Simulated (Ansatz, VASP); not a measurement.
Si4Ge: VASP beside Ansatz

```
Si Ge
1.0
     2.86350    0.00000    0.00000
    -1.43175    2.47986    0.00000
     0.00000    0.00000   21.91776
Si Ge
8 2
Direct
  0.33333 0.66667 0.64271
  0.33333 0.66667 0.85729
  0.33333 0.66667 0.04835
  0.33333 0.66667 0.45165
  0.66667 0.33333 0.95165
  0.66667 0.33333 0.14271
  0.66667 0.33333 0.35729
  0.66667 0.33333 0.54835
  0.33333 0.66667 0.25000
  0.66667 0.33333 0.75000
```

Alike in both runs: functional PBE; k mesh 6 × 6 × 1; occupations gaussian, width 0.1 eV; no spin polarisation.

Ansatz relaxed the structure, and its values are those at the end. VASP's run is a single point on that final structure, the one shown.

|  | VASP | Ansatz |
| --- | --- | --- |
| version | VASP 6.6.1 | Ansatz 0.2.0 |
| potentials or method | VASP PAW PBE potentials, release 64 (Si, Ge_d) | scalar-relativistic, plane waves, PAW |
| plane-wave cutoff (eV) | 520 | 420 |
| valence electrons in the cell | 60 | 60 |

Ansatz gave:

| Property | Result |
| --- | --- |
| gap on the k mesh at the Fermi level (eV) | none |
| pressure (GPa) | 0.1 |
| rms of the force components (eV/Å) | 0.016 |

**Question.** What did VASP give for the same quantities?

**Answer.** gap on the k mesh at the Fermi level (eV): none; pressure (GPa): 0.1; rms of the force components (eV/Å): 0.017.

A gap of «none» marks a metal or a gap that the smearing closes.

Caveats: the k mesh is coarse (spacing up to 0.42 Å⁻¹), so the values aren't converged.
